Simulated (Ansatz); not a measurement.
The system is SrO.

```xyz
2
Lattice="0.0000 2.5663 2.5663 2.5663 0.0000 2.5663 2.5663 2.5663 0.0000" Properties=species:S:1:pos:R:3 pbc="T T T"
Sr    2.5663    2.5663    2.5663
O     0.0000    0.0000    0.0000
```

Base run:

| Property | Result |
| --- | --- |
| Program | Ansatz 0.2.0 |
| Functional | PBE |
| Potentials or basis | all-electron LAPW, scalar-relativistic |
| Cutoff | 217 eV (chosen from the basis error) |
| Basis error allowed | 0.001 eV/atom |
| k mesh | 9 × 9 × 9 |
| Occupations | fermi-dirac, width 0.05 eV |
| Spin | no spin polarisation |

Its results: band gap on the k mesh 3.37 eV, indirect (least direct gap 3.45 eV); pressure 3.3 GPa.

Q: The run is repeated on the same cell with these changes: functional from PBE to RPBE. What comes out?

A: Band gap on the k mesh 3.49 eV, indirect (least direct gap 3.57 eV); pressure 6.4 GPa.

RPBE binds less tightly than PBE, so the same cell stands under more pressure.

A k mesh can miss the band edges.
